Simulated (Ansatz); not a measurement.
Y: strain energy, fitted

Y, P6_3/mmc, a = 3.598 Å, c = 11.584 Å. Ansatz: PBE, PAW, 420 eV, Γ-centred 18×18×6 mesh on 4 atoms, Gaussian smearing 0.10 eV; no spin polarisation. Series: strain along c alone, the other axes held, atoms fixed by symmetry; x is the strain in per cent. y is the free energy over the unstrained cell, V0 = 32.471 Å³/atom.

| x (%) | y (meV/atom) |
| --- | --- |
| -6.0 | ? |
| -4.0 | 13.55 |
| -2.0 | 3.11 |
| 0.0 | 0.00 |
| 2.0 | 3.48 |
| 4.0 | 12.88 |
| 6.0 | 27.42 |

Fit y = c2 x² + c3 x³ to the other rows, turn c2 into a modulus, and predict the missing energy.

Least squares on the rows shown. y = 0.81644 x² − 0.0084735 x³. In eV per unit strain² c2 is 8.164; this is C33 with relaxed ions (E = ½ C33 V0 ε²): 2 × 8.164 × 160.2 / (32.471) = 81 GPa. The unstrained cell keeps some stress along the strain, worth a slope of 0.15 meV/atom per %, which the form leaves out. With a term in x⁴ added, the coefficient of x² becomes 0.8493, 4 % more, which shows how far this figure hangs on the form. At x = -6.0 the fit asked for gives 31.22 meV/atom. The run gave 31.97 meV/atom, so the fit is 0.75 meV/atom too low, 2.3 % of the span of the series, against an rms of 0.24 meV/atom on the fitted rows. The row lies outside the fitted range. With a term in x⁴ added, a fit to the same known rows predicts 29.62 meV/atom, further off still.